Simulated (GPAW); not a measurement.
# Ti (P6_3/mmc) in GPAW: further runs

The runs below take Ti through relaxation of cell and atoms, with PBEsol, PBEsol+D3, PBEsol+D3(BJ), PBEsol+D3(BJ)+ATM, PBEsol+D4.

Everything below comes from runs of GPAW 26.7.0. Logs are shortened: lines on timing, memory, paths and dates and some standing lists are left out, and cuts for length are marked. The log counts tension as positive stress, the text compression.

**1. The structure**

Symmetry: P6_3/mmc, No. 194, hexagonal system. The conventional cell has a = 2.950 Å, b = 2.950 Å, c = 4.680 Å, α = 90.00°, β = 90.00°, γ = 120.00°. Ti (site symmetry -6m2) is surrounded by 12 Ti at 2.89 to 2.95 Å.

**2. Relaxation of cell and atoms, PBEsol**

Contents of run.py:

```python
from ase import Atoms
from ase.filters import FrechetCellFilter
from ase.io import write
from ase.optimize import BFGS
from gpaw import GPAW, PW, setup_paths

setup_paths.insert(0, '.')

atoms = Atoms(['Ti', 'Ti'],
              cell=[[2.95, 0.0, 0.0],
                    [-1.475, 2.5547749412, 0.0],
                    [0.0, 0.0, 4.68]],
              scaled_positions=[[0.6666666667, 0.3333333333, 0.75],
                                [0.3333333333, 0.6666666667, 0.25]],
              pbc=True)

calc = GPAW(mode=PW(600),
            xc='PBEsol',
            kpts={'size': (9, 9, 5), 'gamma': True},
            occupations={'name': 'fermi-dirac', 'width': 0.05},
            nbands=24,
            convergence={'density': 1e-05, 'forces': 0.0001},
            maxiter=150,
            txt='gpaw.txt')
atoms.calc = calc
opt = BFGS(FrechetCellFilter(atoms), trajectory='relax.traj', logfile='-')
done = opt.run(fmax=0.02, steps=60)
calc.write('gs.gpw')
write('result.traj', atoms)
print('Converged:', done)
print('Cell:', atoms.cell.cellpar().round(4))
print('Volume:', round(atoms.get_volume(), 4))
print(atoms.get_scaled_positions().round(5))
```

Potentials or basis: PAW data sets generated in the run's folder for this functional, pw.

Started as:

```sh
$ gpaw-setup -f PBEsol Ti
$ OMP_NUM_THREADS=1 python run.py
```

gpaw.txt:

```text
__  _  _
 | _ |_)|_||  |
 |__||  | ||/\| - 26.7.0

Input parameters:
  mode=PW(ecut=600.0),
  convergence={'density': 1e-05, 'forces': 0.0001},
  kpts=MonkhorstPack(size=(9, 9, 5), gamma=True),
  maxiter=150,
  nbands=24,
  occupations=Occupations(name='fermi-dirac', width=0.05),
  xc=XC(name='PBEsol')

Diagonalizing LCAO Hamiltonian
Converting LCAO to pw mode

          Ti

        Ti

Atoms  # Å, Bohr magnetons
|   | symbol |         x |        y |        z |    initial magnetic moments |
|---|--------|-----------|----------|----------|-----------------------------|
| 0 |     Ti |  1.475000 | 0.851592 | 3.510000 | ( 0.0000,  0.0000,  0.0000) |
| 1 |     Ti | -0.000000 | 1.703183 | 1.170000 | ( 0.0000,  0.0000,  0.0000) |

Unit cell  # Å
| periodic |         x |        y |        z |  lengths |     angles |
|----------|-----------|----------|----------|----------|------------|
|      yes |  2.950000 | 0.000000 | 0.000000 | 2.950000 |  90.000000 |
|      yes | -1.475000 | 2.554775 | 0.000000 | 2.950000 |  90.000000 |
|      yes |  0.000000 | 0.000000 | 4.680000 | 4.680000 | 120.000000 |

Number of symmetries: 12
Symmetry operations  # r_c * U_cc + t_c -> r_c
|    | kind |            matrix            |
|----|------|------------------------------|
|  0 |  σ   |  1, 1, 0,  0,-1, 0,  0, 0, 1 |
|  1 |  S6  |  1, 1, 0, -1, 0, 0,  0, 0,-1 |
|  2 |  E   |  1, 0, 0,  0, 1, 0,  0, 0, 1 |
|  3 |  C2  |  1, 0, 0, -1,-1, 0,  0, 0,-1 |
|  4 |  C2  |  0, 1, 0,  1, 0, 0,  0, 0,-1 |
|  5 |  C3  |  0, 1, 0, -1,-1, 0,  0, 0, 1 |
|  6 |  S6  |  0,-1, 0,  1, 1, 0,  0, 0,-1 |
|  7 |  σ   |  0,-1, 0, -1, 0, 0,  0, 0, 1 |
|  8 |  σ   | -1, 0, 0,  1, 1, 0,  0, 0, 1 |
|  9 |  i   | -1, 0, 0,  0,-1, 0,  0, 0,-1 |
| 10 |  C3  | -1,-1, 0,  1, 0, 0,  0, 0, 1 |
| 11 |  C2  | -1,-1, 0,  0, 1, 0,  0, 0,-1 |
[... 167 lines left out ...]
No gap
No difference between direct/indirect transitions

Stress tensor  # eV/Ang^3
|         x |         y |         z |
|-----------|-----------|-----------|
|  0.037781 | -0.000000 |  0.000000 |
| -0.000000 |  0.037781 | -0.000000 |
|  0.000000 |  0.000000 |  0.042774 |

Forces  # eV/Ang
|        x |        y |        z |
|----------|----------|----------|
|  0.00000 |  0.00000 | -0.00001 |  # Ti   0
| -0.00000 | -0.00000 |  0.00001 |  # Ti   1

Interpolating wave functions to new cell

          Ti

        Ti

Atoms  # Å, Bohr magnetons
|   | symbol |         x |        y |        z |    initial magnetic moments |
|---|--------|-----------|----------|----------|-----------------------------|
| 0 |     Ti |  1.467997 | 0.847548 | 3.491138 | ( 0.0000,  0.0000,  0.0000) |
| 1 |     Ti | -0.000000 | 1.695097 | 1.163713 | ( 0.0000,  0.0000,  0.0000) |

Unit cell  # Å
| periodic |         x |        y |        z |  lengths |     angles |
|----------|-----------|----------|----------|----------|------------|
|      yes |  2.935994 | 0.000000 | 0.000000 | 2.935994 |  90.000000 |
|      yes | -1.467997 | 2.542645 | 0.000000 | 2.935994 |  90.000000 |
|      yes |  0.000000 | 0.000000 | 4.654851 | 4.654851 | 120.000000 |

Number of symmetries: 12
Symmetry operations  # r_c * U_cc + t_c -> r_c
|    | kind |            matrix            |
|----|------|------------------------------|
|  0 |  σ   |  1, 1, 0,  0,-1, 0,  0, 0, 1 |
|  1 |  S6  |  1, 1, 0, -1, 0, 0,  0, 0,-1 |
|  2 |  E   |  1, 0, 0,  0, 1, 0,  0, 0, 1 |
|  3 |  C2  |  1, 0, 0, -1,-1, 0,  0, 0,-1 |
|  4 |  C2  |  0, 1, 0,  1, 0, 0,  0, 0,-1 |
|  5 |  C3  |  0, 1, 0, -1,-1, 0,  0, 0, 1 |
|  6 |  S6  |  0,-1, 0,  1, 1, 0,  0, 0,-1 |
|  7 |  σ   |  0,-1, 0, -1, 0, 0,  0, 0, 1 |
|  8 |  σ   | -1, 0, 0,  1, 1, 0,  0, 0, 1 |
|  9 |  i   | -1, 0, 0,  0,-1, 0,  0, 0,-1 |
| 10 |  C3  | -1,-1, 0,  1, 0, 0,  0, 0, 1 |
| 11 |  C2  | -1,-1, 0,  0, 1, 0,  0, 0,-1 |
[... 146 lines left out ...]
|          2 |       -24.904 |     2.000 |
|          3 |       -24.243 |     2.000 |
|          4 |       -24.243 |     2.000 |
|          5 |       -24.186 |     2.000 |
|          6 |       -24.141 |     2.000 |
|          7 |       -24.141 |     2.000 |
[... 8 lines left out ...]
|         16 |        10.039 |     0.000 |
|         17 |        10.039 |     0.000 |
|        ... |               |           |
|         23 |        25.807 |     0.000 |

No gap
No difference between direct/indirect transitions

Stress tensor  # eV/Ang^3
|         x |         y |        z |
|-----------|-----------|----------|
|  0.028650 | -0.000000 | 0.000000 |
| -0.000000 |  0.028650 | 0.000000 |
|  0.000000 |  0.000000 | 0.032764 |

Forces  # eV/Ang
|        x |       y |        z |
|----------|---------|----------|
| -0.00000 | 0.00000 |  0.00004 |  # Ti   0
| -0.00000 | 0.00000 | -0.00004 |  # Ti   1

Interpolating wave functions to new cell

          Ti

        Ti

Atoms  # Å, Bohr magnetons
|   | symbol |         x |        y |        z |    initial magnetic moments |
|---|--------|-----------|----------|----------|-----------------------------|
| 0 |     Ti |  1.447260 | 0.835576 | 3.434802 | ( 0.0000,  0.0000,  0.0000) |
| 1 |     Ti | -0.000000 | 1.671152 | 1.144931 | ( 0.0000,  0.0000,  0.0000) |

Unit cell  # Å
| periodic |         x |        y |         z |  lengths |     angles |
|----------|-----------|----------|-----------|----------|------------|
|      yes |  2.894520 | 0.000000 | -0.000000 | 2.894520 |  90.000000 |
|      yes | -1.447260 | 2.506728 | -0.000000 | 2.894520 |  90.000000 |
|      yes |  0.000000 | 0.000000 |  4.579734 | 4.579734 | 120.000000 |

Number of symmetries: 12
Symmetry operations  # r_c * U_cc + t_c -> r_c
|    | kind |            matrix            |
|----|------|------------------------------|
|  0 |  σ   |  1, 1, 0,  0,-1, 0,  0, 0, 1 |
|  1 |  S6  |  1, 1, 0, -1, 0, 0,  0, 0,-1 |
|  2 |  E   |  1, 0, 0,  0, 1, 0,  0, 0, 1 |
|  3 |  C2  |  1, 0, 0, -1,-1, 0,  0, 0,-1 |
|  4 |  C2  |  0, 1, 0,  1, 0, 0,  0, 0,-1 |
|  5 |  C3  |  0, 1, 0, -1,-1, 0,  0, 0, 1 |
|  6 |  S6  |  0,-1, 0,  1, 1, 0,  0, 0,-1 |
|  7 |  σ   |  0,-1, 0, -1, 0, 0,  0, 0, 1 |
|  8 |  σ   | -1, 0, 0,  1, 1, 0,  0, 0, 1 |
|  9 |  i   | -1, 0, 0,  0,-1, 0,  0, 0,-1 |
| 10 |  C3  | -1,-1, 0,  1, 0, 0,  0, 0, 1 |
| 11 |  C2  | -1,-1, 0,  0, 1, 0,  0, 0,-1 |
[... 167 lines left out ...]
No gap
No difference between direct/indirect transitions

Stress tensor  # eV/Ang^3
|         x |         y |         z |
|-----------|-----------|-----------|
| -0.001910 |  0.000000 |  0.000000 |
|  0.000000 | -0.001910 |  0.000000 |
|  0.000000 |  0.000000 | -0.001333 |

Forces  # eV/Ang
|        x |        y |        z |
|----------|----------|----------|
| -0.00000 |  0.00000 | -0.00001 |  # Ti   0
|  0.00000 | -0.00000 |  0.00001 |  # Ti   1

Interpolating wave functions to new cell

          Ti

        Ti

Atoms  # Å, Bohr magnetons
|   | symbol |         x |        y |        z |    initial magnetic moments |
|---|--------|-----------|----------|----------|-----------------------------|
| 0 |     Ti |  1.448361 | 0.836212 | 3.437462 | ( 0.0000,  0.0000,  0.0000) |
| 1 |     Ti | -0.000000 | 1.672424 | 1.145818 | ( 0.0000,  0.0000,  0.0000) |

Unit cell  # Å
| periodic |         x |        y |         z |  lengths |     angles |
|----------|-----------|----------|-----------|----------|------------|
|      yes |  2.896723 | 0.000000 |  0.000000 | 2.896723 |  90.000000 |
|      yes | -1.448361 | 2.508635 | -0.000000 | 2.896723 |  90.000000 |
|      yes | -0.000000 | 0.000000 |  4.583280 | 4.583280 | 120.000000 |

Number of symmetries: 12
Symmetry operations  # r_c * U_cc + t_c -> r_c
|    | kind |            matrix            |
|----|------|------------------------------|
|  0 |  σ   |  1, 1, 0,  0,-1, 0,  0, 0, 1 |
|  1 |  S6  |  1, 1, 0, -1, 0, 0,  0, 0,-1 |
|  2 |  E   |  1, 0, 0,  0, 1, 0,  0, 0, 1 |
|  3 |  C2  |  1, 0, 0, -1,-1, 0,  0, 0,-1 |
|  4 |  C2  |  0, 1, 0,  1, 0, 0,  0, 0,-1 |
|  5 |  C3  |  0, 1, 0, -1,-1, 0,  0, 0, 1 |
|  6 |  S6  |  0,-1, 0,  1, 1, 0,  0, 0,-1 |
|  7 |  σ   |  0,-1, 0, -1, 0, 0,  0, 0, 1 |
|  8 |  σ   | -1, 0, 0,  1, 1, 0,  0, 0, 1 |
|  9 |  i   | -1, 0, 0,  0,-1, 0,  0, 0,-1 |
| 10 |  C3  | -1,-1, 0,  1, 0, 0,  0, 0, 1 |
| 11 |  C2  | -1,-1, 0,  0, 1, 0,  0, 0,-1 |
[... 163 lines left out ...]
No gap
No difference between direct/indirect transitions

Stress tensor  # eV/Ang^3
|         x |         y |         z |
|-----------|-----------|-----------|
| -0.000191 | -0.000000 |  0.000000 |
| -0.000000 | -0.000191 | -0.000000 |
|  0.000000 | -0.000000 |  0.000516 |

Forces  # eV/Ang
|       x |        y |        z |
|---------|----------|----------|
| 0.00000 | -0.00000 | -0.00001 |  # Ti   0
| 0.00000 |  0.00000 |  0.00001 |  # Ti   1

# Writing to gs.gpw (mode='')
```

Wall time 85 s (1 thread of Arm Neoverse V2, shared host); peak memory 0.25 GiB.

Results:

```
Free energy                            : -14.3575 eV
Relaxed volume                         : 16.65 Å³/atom
Relaxed cell                           : a = 2.897 Å, b = 2.897 Å, c = 4.583 Å, α = 90.00°, β = 90.00°, γ = 120.00°
Space group after relaxing (to 0.05 Å) : P6_3/mmc (No. 194)
Energy gained by relaxing              : 15.2 meV/atom
Ionic steps                            : 4
Pressure after relaxing                : 0.0 GPa
Band gap on the k mesh                 : none (metal or under the smearing width)
```

Step by step:
```csv
step,energy change (eV),largest force (eV/Å),pressure (GPa),volume (Å³)
1,0.0000,0.0000,-6.32,35.27
2,-0.0156,0.0000,-4.81,34.75
3,-0.0298,0.0000,0.28,33.23
4,-0.0304,0.0000,-0.01,33.31
```

Final structure:
```cif
data_structure
_symmetry_space_group_name_H-M 'P 1'
_symmetry_Int_Tables_number 1
_cell_length_a 2.8967
_cell_length_b 2.8967
_cell_length_c 4.5833
_cell_angle_alpha 90.000
_cell_angle_beta 90.000
_cell_angle_gamma 120.000
_cell_volume 33.31
loop_
_atom_site_label
_atom_site_type_symbol
_atom_site_fract_x
_atom_site_fract_y
_atom_site_fract_z
_atom_site_occupancy
Ti1 Ti 0.66667 0.33333 0.75000 1
Ti2 Ti 0.33333 0.66667 0.25000 1
```

Levels at points of the mesh, in eV from the Fermi level:
| k point | band 8 | band 9 | band 10 | band 11 | band 12 | band 13 | band 14 | band 15 | band 16 | band 17 |
| --- | --- | --- | --- | --- | --- | --- | --- | --- | --- | --- |
| (0.00, 0.00, 0.00) | -32.44 | -6.29 | -2.80 | 0.79 | 0.79 | 0.88 | 0.92 | 1.33 | 1.33 | 1.68 |

Caveat: later steps reuse the first step's grids.

**3. Relaxation of cell and atoms, PBEsol+D3**

run.py, as its differences from that of step 2:

```diff
@@ -1,2 +1,3 @@
 from ase import Atoms
+from ase.calculators.mixing import SumCalculator
 from ase.filters import FrechetCellFilter
@@ -4,2 +5,3 @@
 from ase.optimize import BFGS
+from dftd3.ase import DFTD3
 from gpaw import GPAW, PW, setup_paths
@@ -24,3 +26,3 @@
             txt='gpaw.txt')
-atoms.calc = calc
+atoms.calc = SumCalculator([calc, DFTD3(method='pbesol', damping='d3zero')])
 opt = BFGS(FrechetCellFilter(atoms), trajectory='relax.traj', logfile='-')
```

Potentials or basis: PAW data sets generated in the run's folder for this functional, pw.

Started as:

```sh
$ gpaw-setup -f PBEsol Ti
$ OMP_NUM_THREADS=1 python run.py
```

gpaw.txt:

```text
__  _  _
 | _ |_)|_||  |
 |__||  | ||/\| - 26.7.0

Input parameters:
  mode=PW(ecut=600.0),
  convergence={'density': 1e-05, 'forces': 0.0001},
  kpts=MonkhorstPack(size=(9, 9, 5), gamma=True),
  maxiter=150,
  nbands=24,
  occupations=Occupations(name='fermi-dirac', width=0.05),
  xc=XC(name='PBEsol')

Diagonalizing LCAO Hamiltonian
Converting LCAO to pw mode

          Ti

        Ti

Atoms  # Å, Bohr magnetons
|   | symbol |         x |        y |        z |    initial magnetic moments |
|---|--------|-----------|----------|----------|-----------------------------|
| 0 |     Ti |  1.475000 | 0.851592 | 3.510000 | ( 0.0000,  0.0000,  0.0000) |
| 1 |     Ti | -0.000000 | 1.703183 | 1.170000 | ( 0.0000,  0.0000,  0.0000) |

Unit cell  # Å
| periodic |         x |        y |        z |  lengths |     angles |
|----------|-----------|----------|----------|----------|------------|
|      yes |  2.950000 | 0.000000 | 0.000000 | 2.950000 |  90.000000 |
|      yes | -1.475000 | 2.554775 | 0.000000 | 2.950000 |  90.000000 |
|      yes |  0.000000 | 0.000000 | 4.680000 | 4.680000 | 120.000000 |

Number of symmetries: 12
Symmetry operations  # r_c * U_cc + t_c -> r_c
|    | kind |            matrix            |
|----|------|------------------------------|
|  0 |  σ   |  1, 1, 0,  0,-1, 0,  0, 0, 1 |
|  1 |  S6  |  1, 1, 0, -1, 0, 0,  0, 0,-1 |
|  2 |  E   |  1, 0, 0,  0, 1, 0,  0, 0, 1 |
|  3 |  C2  |  1, 0, 0, -1,-1, 0,  0, 0,-1 |
|  4 |  C2  |  0, 1, 0,  1, 0, 0,  0, 0,-1 |
|  5 |  C3  |  0, 1, 0, -1,-1, 0,  0, 0, 1 |
|  6 |  S6  |  0,-1, 0,  1, 1, 0,  0, 0,-1 |
|  7 |  σ   |  0,-1, 0, -1, 0, 0,  0, 0, 1 |
|  8 |  σ   | -1, 0, 0,  1, 1, 0,  0, 0, 1 |
|  9 |  i   | -1, 0, 0,  0,-1, 0,  0, 0,-1 |
| 10 |  C3  | -1,-1, 0,  1, 0, 0,  0, 0, 1 |
| 11 |  C2  | -1,-1, 0,  0, 1, 0,  0, 0,-1 |
[... 110 lines left out ...]
SCF iterations
|iter     | |      energy | eigst |  dens |force |
|---------|-|-------------|-------|-------|------|
|iter:   1| |  -14.848379 | -0.12 |       |      |
|iter:   2| |  -14.724400 | -2.50 | -1.21 |      |
|iter:   3| |  -14.315081 | -1.29 | -1.25 |      |
|iter:   4| |  -14.318055 | -3.33 | -1.97 |      |
|iter:   5| |  -14.319878c| -3.68 | -2.29 |      |
|iter:   6| |  -14.319932c| -5.62 | -3.35 |      |
|iter:   7| |  -14.319942c| -6.27 | -3.79 |      |
|iter:   8| |  -14.319942c| -7.98c| -4.63 |      |
|iter:   9| |  -14.319942c| -8.08c| -5.03c|      |
|iter:  10| |  -14.319942c| -8.38c| -5.58c|-3.54 |
|iter:  11| |  -14.319942c| -9.09c| -6.46c|-4.93c|

Converged in 11 steps
Energy contributions relative to reference atoms: (reference = -46395.495296)

Energy contributions:
  Kinetic:           7.708790
  Coulomb:          -8.122319
  Zero:              0.046777
  External:          0.000000
  Xc:              -13.945259
  Entropy:          -0.015862
  Spinorbit:         0.000000
  ----------------------------
  Free energy:     -14.327873
  Extrapolated:    -14.319942

dipole moment: (0.000000, 0.000000, 0.000000)  # |e|*Ang
[... 223 lines left out ...]
|          2 |       -24.799 |     2.000 |
|          3 |       -24.119 |     2.000 |
|          4 |       -24.119 |     2.000 |
|          5 |       -24.059 |     2.000 |
|          6 |       -24.014 |     2.000 |
|          7 |       -24.014 |     2.000 |
[... 8 lines left out ...]
|         16 |        10.155 |     0.000 |
|         17 |        10.155 |     0.000 |
|        ... |               |           |
|         23 |        25.973 |     0.000 |

No gap
No difference between direct/indirect transitions

Stress tensor  # eV/Ang^3
|        x |         y |         z |
|----------|-----------|-----------|
| 0.022704 |  0.000000 |  0.000000 |
| 0.000000 |  0.022704 | -0.000000 |
| 0.000000 | -0.000000 |  0.026498 |

Forces  # eV/Ang
|        x |        y |        z |
|----------|----------|----------|
| -0.00000 |  0.00000 |  0.00005 |  # Ti   0
|  0.00000 | -0.00000 | -0.00005 |  # Ti   1

Interpolating wave functions to new cell

          Ti

        Ti

Atoms  # Å, Bohr magnetons
|   | symbol |         x |        y |        z |    initial magnetic moments |
|---|--------|-----------|----------|----------|-----------------------------|
| 0 |     Ti |  1.427511 | 0.824174 | 3.388097 | ( 0.0000,  0.0000,  0.0000) |
| 1 |     Ti | -0.000000 | 1.648348 | 1.129362 | ( 0.0000,  0.0000,  0.0000) |
[... 134 lines left out ...]
SCF iterations
|iter     | |      energy | eigst |  dens |force |
|---------|-|-------------|-------|-------|------|
|iter:   1| |  -14.628732 | -0.18 |       |      |
|iter:   2| |  -14.553882 | -2.46 | -1.37 |      |
|iter:   3| |  -14.308582 | -1.51 | -1.42 |      |
|iter:   4| |  -14.314788 | -3.86 | -2.25 |      |
|iter:   5| |  -14.317612c| -4.03 | -2.52 |      |
|iter:   6| |  -14.317617c| -6.39 | -3.64 |      |
|iter:   7| |  -14.317619c| -7.62c| -4.10 |      |
|iter:   8| |  -14.317619c| -7.84c| -4.92 |      |
|iter:   9| |  -14.317619c| -8.50c| -5.70c|      |
|iter:  10| |  -14.317619c| -8.95c| -6.02c|-3.72 |
|iter:  11| |  -14.317619c| -9.36c| -6.46c|-4.79c|

Converged in 11 steps
Energy contributions relative to reference atoms: (reference = -46395.495296)

Energy contributions:
  Kinetic:          15.871717
  Coulomb:         -13.910014
  Zero:              0.036532
  External:          0.000000
  Xc:              -16.309026
  Entropy:          -0.013657
  Spinorbit:         0.000000
  ----------------------------
  Free energy:     -14.324447
  Extrapolated:    -14.317619

dipole moment: (0.000000, 0.000000, 0.000000)  # |e|*Ang
[... 241 lines left out ...]
No gap
No difference between direct/indirect transitions

Stress tensor  # eV/Ang^3
|         x |         y |         z |
|-----------|-----------|-----------|
| -0.030079 | -0.000000 | -0.000000 |
| -0.000000 | -0.030079 |  0.000000 |
| -0.000000 |  0.000000 | -0.031130 |

Forces  # eV/Ang
|       x |        y |        z |
|---------|----------|----------|
| 0.00000 |  0.00000 | -0.00002 |  # Ti   0
| 0.00000 | -0.00000 |  0.00002 |  # Ti   1

# Writing to gs.gpw (mode='')
```

Run time: 87 s. Hardware: 1 thread of Arm Neoverse V2, shared host; peak memory 0.25 GiB.

What came out:

| Property | Result |
| --- | --- |
| Free energy | -15.1199 eV |
| Relaxed volume | 16.04 Å³/atom |
| Relaxed cell | a = 2.860 Å, b = 2.860 Å, c = 4.528 Å, α = 90.00°, β = 90.00°, γ = 120.00° |
| Space group after relaxing (to 0.05 Å) | P6_3/mmc (No. 194) |
| Energy gained by relaxing | 46.1 meV/atom |
| Ionic steps | 4 |
| Pressure after relaxing | 0.0 GPa |
| Band gap on the k mesh | none (metal or under the smearing width) |
| Dispersion energy per atom | -0.394 eV |

The path:
```tsv
step	energy change (eV)	largest force (eV/Å)	pressure (GPa)	volume (Å³)
1	0.0000	0.0000	-10.20	35.27
2	-0.0434	0.0001	-7.95	34.43
3	-0.0907	0.0000	0.73	31.89
4	-0.0922	0.0000	-0.05	32.08
```

Final structure:
```xyz
2
Lattice="2.8604 0.0000 0.0000 -1.4302 2.4772 0.0000 0.0000 0.0000 4.5277" Properties=species:S:1:pos:R:3 pbc="T T T"
Ti    1.4302    0.8257    3.3958
Ti    0.0000    1.6515    1.1319
```

Caveat: later steps reuse the first step's grids; pairwise dispersion overbinds metals, which lowers pressure and volume.

(Continued in part 2 of 2.)
